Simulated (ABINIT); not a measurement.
Runs of ABINIT 10.8.3 (patched build) on BaZrO3. Symmetry: Pm-3m, No. 221, cubic system. The conventional cell has a = 4.191 Å, b = 4.191 Å, c = 4.191 Å, α = 90.00°, β = 90.00°, γ = 90.00°. Ba (site symmetry m-3m) is surrounded by 12 O at 2.96 Å. Around Zr (site symmetry m-3m) lie 6 O at 2.10 Å. Around O (site symmetry 4/mmm) lie 2 Zr at 2.10 Å. 

| level | potentials or basis | k mesh | cutoff (eV) | fine-grid cutoff | gap on the mesh (eV) | pressure (GPa) |
| --- | --- | --- | --- | --- | --- | --- |
| PBE | JTH PAW PBE v2.0 | 6 × 6 × 6 | 626 | 1224.51 eV | (b) | 4.4 |
| TB-mBJ | JTH PAW LDA v2.0 | 5 × 5 × 5 | 762 | 1360.57 eV | 4.24 | - |
| r2SCAN | JTH PAW PBE v2.0 | 6 × 6 × 6 | 762 | 1360.57 eV | 3.71 | 1.7 |
| PBEsol | JTH PAW PBE v2.0 | 6 × 6 × 6 | 626 | 1224.51 eV | (c) | -0.8 |
| LDA | JTH PAW LDA v2.0 | 6 × 6 × 6 | 626 | 1224.51 eV | (a) | -4.7 |

Alike in all rows: task band structure; no spin polarisation; cell as given; smearing fermi-dirac 0.05 eV.

Problem. Fill in the values left out.

Solution. (a) 3.08; (b) 3.20; (c) 3.11.

Caveats: this set's barium file shifts pressures by 1.5 GPa and gaps by 0.1 eV against other sets; spin-orbit coupling is left out, which moves the levels of the heavy elements; the PAW data sets were made with another functional, which shifts forces and pressure a little (some runs); the constant c of TB-mBJ comes from the pseudo density here, which moves gaps by up to 0.3 eV between sets of potentials (some runs); the mesh misses the band edges, which the band path finds closer together (some runs).

A k mesh can miss the band edges, and the runs leave out spin-orbit coupling on Ba, Zr.
